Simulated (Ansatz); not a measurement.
# MoS2: the cost of one run

Method: DFT PBE+D3(BJ), scalar-relativistic, plane waves, PAW, in Ansatz 0.2.0.

The COD entry's cell or inner coordinates are ideal or old and differ from later refinements, so a difference from it is no clean test against experiment.

8 further runs of the same task are left out: 1 that didn't finish, 7 set aside as unsound or not needed.

## Step 1: Starting point

It takes space group R-3m (No. 166, trigonal). Conventional cell: a = 3.134 Å, b = 3.134 Å, c = 17.865 Å, α = 90.00°, β = 90.00°, γ = 120.00°. Mo (site symmetry -3m) has 6 S at 2.42 Å as nearest neighbours. Around S (site symmetry 3m) lie 3 Mo at 2.42 Å.

Structure file:

```
Mo S
1.0
     1.56712    0.90477    5.95499
    -1.56712    0.90477    5.95499
     0.00000   -1.80955    5.95499
Mo S
1 2
Cartesian
  0.0000 0.0000 0.0000
  0.0000 0.0000 13.5125
  0.0000 0.0000 4.3524
```

It is the result of an earlier relaxation at this level (volume 16.89 Å³/atom; gap on the mesh: none (metal)).

## Step 2: The grid

Atoms count from 1 in the order of the input.

The upper layer of a bilayer is slid over the lower one; relaxed at each slide: nothing; the origin of the map has S4 above S3; the distance between the facing planes is held at 3.24 Å.

The axes are (1) slide of the upper layer along the first cell vector, from S4 above S3: 6 values from 0.000 to 0.833, periodic; (2) slide of the upper layer along the second cell vector, from S4 above S3: 6 values from 0.000 to 0.833, periodic.

Nothing else is relaxed. Points are written as (first, second).

The two vectors of the plane (Å): (3.135, 0.000, 0.000); (-1.567, 2.715, 0.000).

## Step 3: Grid point (0/6, 0/6) of the map's two axes

A dipole layer in the vacuum cancels the field that periodic copies would set up if the slab's two faces differ.

File input.yaml:

```yaml
crystal:
  lattice:
    - [3.134659268, 0.0, 0.0]
    - [-1.567329634, 2.7146945583, 0.0]
    - [0.0, 0.0, 23.9375765799]
  atoms:
    - { symbol: S, position: [0.0, 0.0, 0.1879889547] }
    - { symbol: Mo, position: [0.6666666667, 0.3333333333, 0.2552219154] }
    - { symbol: S, position: [0.3333333333, 0.6666666667, 0.3224548761] }
    - { symbol: S, position: [0.3333333333, 0.6666666667, 0.4578069235] }
    - { symbol: Mo, position: [1.0, 1.0, 0.5250398842] }
    - { symbol: S, position: [0.6666666667, 1.3333333333, 0.5922728449] }
basis:
  ecutwfc: 420
kpoints:
  mp_grid: { grid: [12, 12, 1] }
hamiltonian:
  xc: pbe
  pseudopotentials: { kind: paw, azcp: { folder: soft_1 } }
  dispersion: d3bj
scf:
  occupations: { method: gaussian, width: 0.1 }
output:
  forces: true
  eigenvalues: true
efield:
  axis: 3
  dipole_correction: true
  ramp_width: 0.04
```

Started as:

```sh
$ ansatz run input.yaml --threads 1 --pin off --max-ram 3072MiB --backend cpu --events-out ev --progress --plain --runs-dir out
```

Q: Estimate wall time and peak memory on 1 thread of Arm Neoverse V2, shared host.

About 9.4 s, with a peak of 0.4 GiB.
